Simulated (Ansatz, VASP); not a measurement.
## Ag in VASP and in Ansatz

```xyz
1
Lattice="-1.5913 1.5913 1.5913 1.5913 -1.5913 1.5913 1.5913 1.5913 -1.5913" Properties=species:S:1:pos:R:3 pbc="T T T"
Ag    0.0000    0.0000    0.0000
```

Alike in both runs: functional LDA; k mesh 14 × 14 × 14; occupations fermi-dirac, width 0.1 eV; no spin polarisation.

Ansatz relaxed the structure, and its values are those at the end. VASP's run is a single point on that final structure, the one shown.

```csv
,VASP,Ansatz
version,VASP 6.6.1,Ansatz 0.2.0
potentials or method,"VASP PAW LDA potentials, release 64 (Ag)","plane waves (420 eV) with PAW, scalar-relativistic"
plane-wave cutoff (eV),520,420
valence electrons in the cell,11,19
```

```tsv
	VASP	Ansatz	Ansatz less VASP
pressure (GPa)	0.1	0.0	-0.15
```

The two sets of potentials don't hold the same shells in valence. Ansatz warned: «pseudo_functional_mismatch».
